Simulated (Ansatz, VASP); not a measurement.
# Two plane-wave programs on Ge

```xyz
2
Lattice="0.0000 2.8289 2.8289 2.8289 0.0000 2.8289 2.8289 2.8289 0.0000" Properties=species:S:1:pos:R:3 pbc="T T T"
Ge    4.2434    4.2434    4.2434
Ge    2.8289    2.8289    2.8289
```

Alike in both runs: functional PBEsol; k mesh 5 × 5 × 5; occupations fermi-dirac, width 0.05 eV; no spin polarisation.

|  | VASP | Ansatz |
| --- | --- | --- |
| version | VASP 6.6.1 | Ansatz 0.2.0 |
| potentials or method | VASP PAW PBE potentials, release 64 (Ge_d) | Ansatz PAW |
| plane-wave cutoff (eV) | 520 | 420 |
| valence electrons in the cell | 28 | 28 |
| task | single point | band structure |

VASP gave:

```
gap on the k mesh at the Fermi level (eV) : none
pressure (GPa)                            : 0.8
```

Problem. Which values does Ansatz return?

Solution. gap on the k mesh at the Fermi level (eV): none; pressure (GPa): 0.9.

A gap of «none» marks a metal or a gap that the smearing closes.

Caveats: the k mesh is coarse (spacing up to 0.38 Å⁻¹), so the values aren't converged; the PAW data sets were made with another functional, which shifts forces and pressure a little (VASP); this crystal is a semiconductor, whose small gap the functional closes, so the metal is an error of the method (VASP); the PAW data sets come from PBE, with cores solved anew for the run's functional, which leaves a small shift of forces and pressure (Ansatz).
